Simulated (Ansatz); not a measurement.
# Mg: convergence with LAPW's plane-wave cutoff

Aim: hold Mg and all else fixed and vary LAPW's plane-wave cutoff, to see how far energy and properties move.

Computed with Ansatz 0.2.0 (DFT, PBE, all-electron LAPW, scalar-relativistic, unless a step's input says otherwise).

### Step 1. The structure to begin with

The structure is cubic, space group Im-3m (No. 229). Conventional cell: a = 2.953 Å, b = 2.953 Å, c = 2.953 Å, α = 90.00°, β = 90.00°, γ = 90.00°. Mg (site symmetry m-3m) has 8 Mg at 2.56 Å in its first shell of neighbours.

Coordinates:

```cif
data_structure
_symmetry_space_group_name_H-M 'Im-3m'
_symmetry_Int_Tables_number 229
_cell_length_a 2.9530
_cell_length_b 2.9530
_cell_length_c 2.9530
_cell_angle_alpha 90.000
_cell_angle_beta 90.000
_cell_angle_gamma 90.000
_cell_volume 25.75
loop_
_atom_site_label
_atom_site_type_symbol
_atom_site_symmetry_multiplicity
_atom_site_Wyckoff_symbol
_atom_site_fract_x
_atom_site_fract_y
_atom_site_fract_z
_atom_site_occupancy
Mg1 Mg 2 a 0.00000 0.00000 0.00000 1
```

The file gives the conventional cell by its symmetry; the runs use the cell typed in the input.

The cell comes from a crystallographic database entry that wasn't checked; take it as a given geometry, which may be far from equilibrium.

### Step 2. With plane-wave cutoff typed as 90 eV

input.yaml

```yaml
crystal:
  lattice:
    - [-1.4765, 1.4765, 1.4765]
    - [1.4765, -1.4765, 1.4765]
    - [1.4765, 1.4765, -1.4765]
  atoms:
    - { symbol: Mg, position: [0.0, 0.0, 0.0] }
kpoints:
  mp_grid: { grid: [19, 19, 19] }
scf:
  occupations: { method: fermi_dirac, width: 0.03 }
hamiltonian:
  xc: pbe
  pseudopotentials: { kind: all_electron, lapw: { basis_error: 0.0005 } }
output:
  forces: true
  stress: true
  eigenvalues: true
basis:
  ecutwfc: 90
```

Started as:

```sh
$ ansatz run input.yaml --threads 1 --pin off --max-ram 2048MiB --backend cpu --events-out ev --progress --plain --runs-dir out
```

### Step 3. With plane-wave cutoff typed as 180 eV

Edit input.yaml of step 2 so:

```diff
@@ -19,2 +19,2 @@
 basis:
-  ecutwfc: 90
+  ecutwfc: 180
```

### Step 4. With plane-wave cutoff typed as 220 eV

Edit input.yaml of step 3 so:

```diff
@@ -19,2 +19,2 @@
 basis:
-  ecutwfc: 180
+  ecutwfc: 220
```

### Step 5. With plane-wave cutoff typed as 320 eV

Edit input.yaml of step 4 so:

```diff
@@ -19,2 +19,2 @@
 basis:
-  ecutwfc: 220
+  ecutwfc: 320
```

(Steps that only read results are left out.)

What does the calculation give? Wanted: energy error of the loosest run; pressure, lowest to highest.

As calculated:

| quantity | value |
| --- | --- |
| energy error of the loosest run (LAPW) | 26.1 meV/atom |
| within 1 meV/atom from | cutoff 180 eV |
| pressure, lowest to highest (LAPW) | 62.57 to 63.24 GPa |

What this shows: The loosest usable run is off by 26.1 meV/atom from the tightest; from cutoff 180 eV on, all lie within 1 meV/atom of it. The energy falls at every step, as a growing basis should make it. The pressure spans 0.67 GPa (LAPW). The tightest run took 5 s against 2.9 s for the loosest.
